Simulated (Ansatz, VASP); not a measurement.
## Two plane-wave programs on Al

INCAR

```
PREC = Accurate
ENCUT = 520
EDIFF = 1E-6
ISMEAR = -1
SIGMA = 0.1
LREAL = False
LASPH = True
NELM = 60
ALGO = Normal
ISIF = 2
LWAVE = False
LCHARG = False
GGA = B5
ALDAX = 1.0
AGGAX = 1.0
AGGAC = 1.0
ALDAC = 0.0
NBANDS = 8
```

Contents of KPOINTS:

```
regular mesh
0
Gamma
  15 15 15
```

File POSCAR:

```
Al
1.0
   -1.6567365684      1.6567365684      1.6567365684
    1.6567365684     -1.6567365684      1.6567365684
    1.6567365684      1.6567365684     -1.6567365684
Al
1
Direct
    0.0000000000      0.0000000000      0.0000000000
```

Input for Ansatz:

```yaml
crystal:
  lattice:
    - [-1.6567365684, 1.6567365684, 1.6567365684]
    - [1.6567365684, -1.6567365684, 1.6567365684]
    - [1.6567365684, 1.6567365684, -1.6567365684]
  atoms:
    - { symbol: Al, position: [0.0, 0.0, 0.0] }
hamiltonian:
  xc: blyp
  pseudopotentials:
    kind: paw
    azcp:
      Al: "pseudopotentials/Al.paw.azcp"
basis:
  ecutwfc: 420
  fft_grid_basis: typed
kpoints:
  mp_grid: { grid: [15, 15, 15], shift: [0, 0, 0] }
magnetization:
  spin_polarized: false
scf:
  occupations: { method: fermi_dirac, width: 0.1 }
  lower_state_search: "off"
output:
  stress: true
```

Alike in both runs: task single point; functional BLYP; k mesh 15 × 15 × 15; occupations fermi-dirac, width 0.1 eV; no spin polarisation.

|  | VASP | Ansatz |
| --- | --- | --- |
| version | VASP 6.6.1 | Ansatz 0.2.0 |
| potentials or method | VASP PAW PBE potentials, release 64 (Al) | plane waves (420 eV) with PAW, scalar-relativistic |
| plane-wave cutoff (eV) | 520 | 420 |
| valence electrons in the cell | 3 | 3 |

|  | VASP | Ansatz | Ansatz less VASP |
| --- | --- | --- | --- |
| pressure (GPa) | 0.0 | 0.0 | -0.09 |

Caveats: the PAW data sets were made with another functional, which shifts forces and pressure a little (VASP).
